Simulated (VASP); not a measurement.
A run of VASP 6.6.1:

INCAR

```
SYSTEM = Sn
ALGO = Normal ; EDIFF = 1E-7
ENCUT = 520 ; ISIF = 2
ISMEAR = 0 ; LASPH = .True.
LCHARG = .True. ; LELF = .True.
LMIXTAU = .True. ; LREAL = .False.
LVHAR = .True. ; LWAVE = .False.
METAGGA = R2SCAN ; NELM = 100
PREC = Accurate ; SIGMA = 0.1
```

The input KPOINTS:

```
k-points
0
Gamma
  16 16 16
  0 0 0
```

Contents of POSCAR:

```
Sn
1.0
   -2.9193500000      2.9193500000      1.5757600000
    2.9193500000     -2.9193500000      1.5757600000
    2.9193500000      2.9193500000     -1.5757600000
Sn
2
Direct
    1.0000000000      1.0000000000      1.0000000000
    0.7500000000      0.2500000000      0.5000000000
```

Potentials or basis: VASP PAW PBE potentials, release 64 (Sn_d).

Run with:

```sh
$ cat potpaw_PBE.64/Sn_d/POTCAR > POTCAR
$ mpirun -np 1 vasp_std > vasp.out
```

Hardware: 1 thread of Intel(R) Xeon(R) Platinum 8488C (Sapphire Rapids), with other jobs on the host.

Q: How long does it take, and how much memory?

A: It took 23 min on 1 thread of Intel(R) Xeon(R) Platinum 8488C (Sapphire Rapids), on a shared host, peak memory 0.42 GiB. Counts: scf iterations 19, k points 349.
